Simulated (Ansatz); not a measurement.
**Structure types of Te compared at 220 GPa**

Structure types of Te are relaxed in primitive cells with their symmetry kept at 220 GPa, first on PAW files, then by LAPW. The enthalpy is E + pV at zero temperature, without zero-point motion. Only the types listed were tried, and differences under about 5 meV/atom are mesh noise. The real phase may be another.

Level of theory: DFT with LDA, scalar-relativistic, in Ansatz 0.2.0; Fermi–Dirac smearing of 0.08 eV, no spin polarisation. LAPW: all electrons, basis error target 0.5 meV/atom; PAW: frozen-core files, cutoff 420 eV.

k meshes: bcc 17×17×17, hcp 16×16×9, A7 13×13×13, sc 15×15×15, omega 8×8×12.

Spin–orbit coupling is left out, which matters for the heavy atoms. The PAW files were made under PBE.

Question: Which type is lowest in enthalpy, and by how much?

Answer: fcc, 100 meV/atom below hcp. The whole table:

```json
{"start type": "bcc", "ends as": "bcc, Im-3m", "a, b, c (Å)": "2.997, 2.997, 2.997", "V (Å³/atom)": "13.47", "H − H(lowest), LAPW (meV/atom)": "178.6", "same, PAW": "178.4"}
{"start type": "hcp", "ends as": "hcp, P6_3/mmc", "a, b, c (Å)": "2.687, 2.687, 4.289", "V (Å³/atom)": "13.40", "H − H(lowest), LAPW (meV/atom)": "100.1", "same, PAW": "100.2"}
{"start type": "A7", "ends as": "fcc, Fm-3m", "a, b, c (Å)": "3.765, 3.765, 3.765", "V (Å³/atom)": "13.35", "H − H(lowest), LAPW (meV/atom)": "0.0", "same, PAW": "0.0"}
{"start type": "sc", "ends as": "sc, Pm-3m", "a, b, c (Å)": "2.435, 2.435, 2.435", "V (Å³/atom)": "14.43", "H − H(lowest), LAPW (meV/atom)": "2366.6", "same, PAW": "2365.8"}
{"start type": "omega", "ends as": "omega, P6/mmm", "a, b, c (Å)": "4.276, 4.276, 2.566", "V (Å³/atom)": "13.54", "H − H(lowest), LAPW (meV/atom)": "408.7", "same, PAW": "408.8"}
```

Question: Split the lead of fcc over hcp into energy and pV.

Answer: For hcp less fcc: ΔE = +20.3 meV/atom, and p·ΔV = 220 GPa × +0.0581 Å³ × 6.242 meV/(GPa·Å³) = +79.8 meV/atom, together 100.1 meV/atom. fcc wins on both counts.
